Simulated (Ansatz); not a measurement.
# AgO: the cost of one run

Computed with Ansatz 0.2.0 (DFT PBE, scalar-relativistic, plane waves, PAW, unless a step's input says otherwise).

## (1) Starting point

The structure is orthorhombic, space group Pmmn (No. 59). Conventional cell: a = 4.335 Å, b = 4.622 Å, c = 2.479 Å, α = 90.00°, β = 90.00°, γ = 90.00°. Around Ag (site symmetry mm2) lie 4 O at 2.21 to 2.35 Å and 2 Ag at 2.48 Å. Around O (site symmetry mm2) lie 4 Ag at 2.21 to 2.35 Å.

As a file:

```cif
data_structure
_symmetry_space_group_name_H-M 'Pmmn:1'
_symmetry_Int_Tables_number 59
_cell_length_a 4.3351
_cell_length_b 4.6224
_cell_length_c 2.4787
_cell_angle_alpha 90.000
_cell_angle_beta 90.000
_cell_angle_gamma 90.000
_cell_volume 49.67
loop_
_atom_site_label
_atom_site_type_symbol
_atom_site_symmetry_multiplicity
_atom_site_Wyckoff_symbol
_atom_site_fract_x
_atom_site_fract_y
_atom_site_fract_z
_atom_site_occupancy
Ag1 Ag 2 b 0.50000 0.00000 0.83500 1
O1 O 2 a 0.00000 0.00000 0.00000 1
```

A structure generator made this guess: species swapped into a database cell of InSb (Pmmn, No. 59), with O on the In sites and Ag on the Sb sites. Its size is a rough estimate.

## (2) A first look at the guess

Input file input.yaml:

```yaml
crystal:
  lattice:
    - [4.335124, 0.0, 0.0]
    - [0.0, 4.6224059, 0.0]
    - [0.0, 0.0, 2.47871663]
  atoms:
    - { symbol: Ag, position: [0.5, 0.0, 0.83499998] }
    - { symbol: Ag, position: [0.0, 0.5, 0.16500002] }
    - { symbol: O, position: [0.0, 0.0, 0.0] }
    - { symbol: O, position: [0.5, 0.5, 0.0] }
basis:
  ecutwfc: 420
kpoints:
  mp_grid: { grid: [4, 4, 8] }
hamiltonian:
  xc: pbe
scf:
  occupations: { method: gaussian, width: 0.1 }
  lower_state_search: "off"
output:
  forces: true
  stress: true
  eigenvalues: true
```

Run with:

```console
> ansatz run input.yaml --threads 1 --pin off --max-ram 2048MiB --backend cpu --events-out ev --progress --plain --runs-dir out
```

What time and memory should one allow on 1 thread of Arm Neoverse V2, shared host?

About 2.6 s, with a peak of 0.33 GiB.
